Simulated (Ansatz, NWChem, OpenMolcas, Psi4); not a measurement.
## Worked example: C3H6O + CH4S2 → C2H4OS + C2H6S

Species: C3H6O (acetone) `CC(C)=O`, singlet; CH4S2 (methyl hydrodisulfide) `CSS`, singlet; C2H4OS (thioacetic acid) `CC(=O)S`, singlet; C2H6S `CSC`, singlet. The partners trade CH3 for SH: C–CH3 and S–SH bonds give way to C–SH and S–CH3.

Shapes, held fixed at every level: PBE0-D4/def2-TZVP. Flexible molecules stand in one conformer, not always the lowest. Programs: Ansatz 0.2.0, NWChem 7.3.0, OpenMolcas 26.06, Psi4 1.11. A level may come from different programs for different species; with the same settings they agree closely. The zero-point and thermal change to 298 K, harmonic and unscaled (PBE0-D4/def2-TZVP), is -0.2 kJ/mol.

At PBE0/def2-SVP; 1 Eh = 2625.50 kJ/mol:

| species | energy (Eh) |
| --- | --- |
| C3H6O | -192.785865 |
| CH4S2 | -836.283346 |
| C2H4OS | -551.487002 |
| C2H6S | -477.585317 |

Task: Work out ΔH(298 K) of the reaction at this level.

Result: 
1. Products less reactants: (-551.487002) + (-477.585317) − [(-192.785865) + (-836.283346)] = -0.003108 Eh = -8.2 kJ/mol.
2. With the thermal change: -8.2 + (-0.2) = -8.4 kJ/mol.

Other levels give -22.0 (HF/3-21G) to +6.0 kJ/mol (HF/def2-SVP). No measured value is set beside it here.
